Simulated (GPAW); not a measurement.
# BN (P6_3/mmc): G0W0 with GPAW, start to end, part 2 of 2

Wanted: ground state, empty states, screening and self-energy for BN (P6_3/mmc).

GPAW 26.7.0; PBE and many-body steps on it, plane waves. Known limits of the many-body steps: not at the basis limit; coarse k mesh.

So far. Step 3 (Bands along the symmetry lines): The gap is 4.256 eV, −0.144 eV from the run before at this level. Step 4 (Empty states on the mesh, 6×6×4 mesh, 159 bands): On this mesh the gap is 4.281 eV.

The database entry behind the starting cell differs from later determinations by our own check (about 0.3 % short, minor phase), so it need not match the best structure at ambient conditions.

## 5. Screening and self-energy, 6×6×4 mesh, 149 bands, screening to 150 eV

Now the one-shot GW correction: screening in the RPA, then the self-energy of the levels asked for.

This step: G0W0 on PBE, plane waves, PAW.

File run.py:

```python
import json
import numpy as np
from gpaw.mpi import world
from gpaw.response.g0w0 import G0W0

gw = G0W0('full.gpw',
    filename='gw',
    kpts=[0, 16, 21],
    bands=(6, 10),
    ecut=150,
    nbands=149,
    integrate_gamma='WS',
    ppa=True)
gw.calculate()
res = {mode: {k: v for k, v in r.items() if k != 'sigma_eskwn'}
       for mode, r in gw.all_results.items()}

if world.rank == 0:
    with open('result.json', 'w') as f:
        json.dump(res, f, default=lambda x: x.tolist())
```

On the command line:

```sh
$ mpirun -n 8 gpaw python run.py
```

Numbers of over 12 decimals in the logs are rounded to 6 here.

The program printed:

```text
Using integrator: PointIntegrator
FrequencyGridDescriptor(from 0.000+0.000j to 0.000+27.211j eV, 2 points)
Nonperiodic BCs:  [False False False]
Using integrator: PointIntegrator
FrequencyGridDescriptor(from 0.000+0.000j to 0.000+27.211j eV, 2 points)
Nonperiodic BCs:  [False False False]
  ___  _ _ _
 |   || | | |
 | | || | | |
 |__ ||_____|
 |___|

BZ k-points: Symmetries present (total): 12

  [... matrices ...]
144 k-points: 6 x 6 x 4 Monkhorst-Pack grid + [1/12,1/12,1/8]
24 k-points in the irreducible part of the Brillouin zone
       k-points in crystal coordinates                weights
   0:     0.00000000    0.00000000    0.00000000          1/144
   1:     0.00000000    0.00000000    0.25000000          2/144
   2:     0.00000000    0.00000000    0.50000000          1/144
   3:     0.16666667    0.00000000   -0.25000000          6/144
   4:     0.16666667    0.00000000    0.00000000          6/144
   5:     0.16666667    0.00000000    0.25000000          6/144
   6:     0.16666667    0.00000000    0.50000000          6/144
   7:     0.33333333   -0.16666667    0.00000000          6/144
   8:     0.33333333   -0.16666667    0.25000000         12/144
   9:     0.33333333   -0.16666667    0.50000000          6/144
          ...
  23:     0.50000000    0.50000000    0.50000000          3/144

Distributing spins, k-points and bands (1 x 3 x 4) over 8 processes
Number of blocks: 1

Quasi particle states:
k-points (IBZ indices): [0, 16, 21]
Band range: (6, 10)
  [... matrices ...]
Computational parameters:
Plane wave cut-off: 150 eV
Number of bands: 149
Coulomb cutoff: None
Broadening: 0.1 eV

fxc modes: GW
Kernel: RPA
Using Godby-Needs plasmon-pole approximation:
  Fitting energy: i*E0, E0 = 1.000 Hartree
Summing all q:

Calculating screened Coulomb potential
No Coulomb truncation
FrequencyGridDescriptor(from 0.000+0.000j to 0.000+27.211j eV, 2 points)
Removing empty qpoint cache files...

Calculating chi0 body with:
    Ground state adapter containing:
    Number of spins: 1
    Number of kpoints: 144
    Number of irreducible kpoints: 24
    Number of completely occupied states: 8
    Number of partially occupied states: 8
    Occupied states memory: 1.0986328125 M / cpu

    Linear response parametrization:
    q_c: [1.3877787807814457e-17, 1.3877787807814457e-17, 0.0]
    Number of frequency points: 2
    Planewave cutoff: 150.0
    Number of bands: 149
    Number of planewaves: 151
    Broadening (eta): 1e-06
    comm.size: 8
    kncomm.size: 8
    blockcomm.size: 1

    Memory estimate of potentially large arrays:
        chi0_wGG: 0.695831 M / cpu
Integrating chi0 body.

Symmetries of q_c:
    Direct symmetries (Uq -> q): 12
    Indirect symmetries (TUq -> q): 0
In total 12 allowed symmetries.

  [... matrices ...]
24 groups of equivalent kpoints. 83.333333% reduction.

Integral kind: response function
Integrating chi0 head and wings.

Symmetries of q_c:
    Direct symmetries (Uq -> q): 12
    Indirect symmetries (TUq -> q): 0
In total 12 allowed symmetries.

  [... matrices ...]
24 groups of equivalent kpoints. 83.333333% reduction.

Integral kind: response function wings

Calculating chi0 body with:
    Ground state adapter containing:
    Number of spins: 1
    Number of kpoints: 144
    Number of irreducible kpoints: 24
    Number of completely occupied states: 8
    Number of partially occupied states: 8
[... the further q-points ...]

Results:
f:      Occupation numbers
eps:     KS-eigenvalues [eV]
vxc:     KS vxc [eV]
exx:     Exact exchange [eV]
sigma:   Self-energies [eV]
dsigma:  Self-energy derivatives
Z:       Renormalization factors
qp:      QP-energies [eV]

k-point 0 (0): (0.000, 0.000, 0.000)                GW
band       f     eps     vxc     exx   sigma  dsigma       Z      qp
                                                                   GW
   6   1.000   2.803 -19.229 -23.640   3.082  -0.232   0.812   1.724
   7   1.000   2.803 -19.229 -23.640   3.082  -0.232   0.812   1.724
   8   0.000   9.341  -9.160  -4.971  -3.885  -0.171   0.854   9.600
   9   0.000  14.441 -14.371  -7.785  -5.111  -0.181   0.847  15.690

k-point 1 (16): (0.333, 0.333, 0.500)                GW
band       f     eps     vxc     exx   sigma  dsigma       Z      qp
                                                                   GW
   6   1.000   4.082 -17.193 -20.569   2.286  -0.241   0.806   3.203
   7   1.000   4.082 -17.193 -20.569   2.286  -0.241   0.806   3.203
   8   0.000   8.736 -11.569  -6.203  -4.331  -0.202   0.832   9.597
   9   0.000   8.736 -11.569  -6.203  -4.331  -0.202   0.832   9.597

k-point 2 (21): (0.500, 0.500, 0.000)                GW
band       f     eps     vxc     exx   sigma  dsigma       Z      qp
                                                                   GW
   6   1.000   2.630 -15.336 -19.175   2.451  -0.241   0.806   1.511
   7   1.000   3.645 -16.958 -20.567   2.443  -0.244   0.804   2.708
   8   0.000   8.363 -10.798  -5.817  -4.132  -0.191   0.840   9.077
   9   0.000   9.741 -13.171  -7.602  -4.323  -0.212   0.825  10.770
```

Elapsed: 47 s, on 8 MPI ranks of AMD EPYC 9R45, shared host; peak memory 2.3 GiB; 6.2 min of CPU time.

Numbers from this step:

| Property | Result |
| --- | --- |
| G0W0 gap on the points computed | 5.873 eV |
| least direct G0W0 gap on the computed points | 6.369 eV |
| Z at the valence top | 0.8059 |
| Z at the conduction bottom | 0.8398 |
| starting gap on the mesh | 4.281 eV |
| k of the valence top | 0.3333, 0.3333, 0.5 |
| k of the conduction bottom | 0.5, 0.5, 0 |

The gap on the mesh goes from 4.28 eV to 5.87 eV, a correction of +1.59 eV. The start differs from the 4.40 eV found before because the two sample other k points.

Limits: finite bands, cutoff and mesh; coarse k mesh. v1 is the top filled band, c1 the lowest empty one. The levels before and after the correction (eV, zero at the valence-band top of each column):

```
           conduction bottom  valence top
Kohn-Sham               4.28         0.00
     G0W0               5.87         0.00
```

```
                             level  energy (eV)
Kohn-Sham  (0.333 0.333 0.5) v2-v1        0.000
Kohn-Sham  (0.333 0.333 0.5) c1-c2        4.654
Kohn-Sham           (0.5 0.5 0) v2       -1.452
Kohn-Sham           (0.5 0.5 0) v1       -0.437
Kohn-Sham           (0.5 0.5 0) c1        4.281
Kohn-Sham           (0.5 0.5 0) c2        5.659
     G0W0  (0.333 0.333 0.5) v2-v1        0.000
     G0W0  (0.333 0.333 0.5) c1-c2        6.394
     G0W0           (0.5 0.5 0) v2       -1.692
     G0W0           (0.5 0.5 0) v1       -0.495
     G0W0           (0.5 0.5 0) c1        5.873
     G0W0           (0.5 0.5 0) c2        7.567
```

## 6. Where the time went

Times are wall times on 8 MPI ranks of AMD EPYC 9R45, shared host, good to a factor of about two.

```
                          step   time  share  memory (GiB)
                  ground state  3.9 s    7 %           1.2
bands along the symmetry lines  4.1 s    7 %           1.3
      empty states on the mesh  5.4 s    9 %           2.2
     screening and self-energy   47 s   78 %           2.3
```

## 7. Summary of results

| Property | Result |
| --- | --- |
| PBE gap | 4.26 eV, indirect |
| G0W0 gap on the mesh | 5.87 eV |
| G0W0 gap over the zone (rigid shift) | 5.85 eV |
| GW settings | 6×6×4 mesh, 149 bands, screening to 150 eV, Godby-Needs plasmon pole |
| known limits | not at the basis limit; coarse k mesh |

G0W0 moves the gap on the mesh from 4.28 eV to 5.87 eV (+1.59 eV), with Z of 0.81 and 0.84 at the edges. The mesh misses the band edges by 0.03 eV in all; a rigid shift gives 5.85 eV for the zone. Only 3 of the mesh's irreducible points were corrected, so a valley elsewhere could overtake. The dearest step here is «screening and self-energy». Bands and cutoff are finite, so the gap is not at the basis limit. The miss can reach some tenths of an eV and take either sign; the mesh is an error of its own. These stock PAW sets were not made for GW. In the G0W0 run levels were corrected at 3 k points alone, so a gap called «on the mesh» is the least over those, and an edge elsewhere would be missed. The 6×6×4 mesh is coarse for this cell, which bears on the long-range parts of exchange and screening.

[Paths, hosts, dates, memory and timing lines, banners, echoed tables and standing remarks are left out of the program output.]

[Logs are printed without paths, hosts, clocks, repeated set-up lines and the standing remarks that a program may print on its own settings, such as how far it seeks lower states.]

[Runs of the session that timed out or met a known fault of the program may be left out.]

[Hosts, paths, dates, database ids (printed as entryN), source tags and the programs' standing remarks are cut or masked in the printed files.]
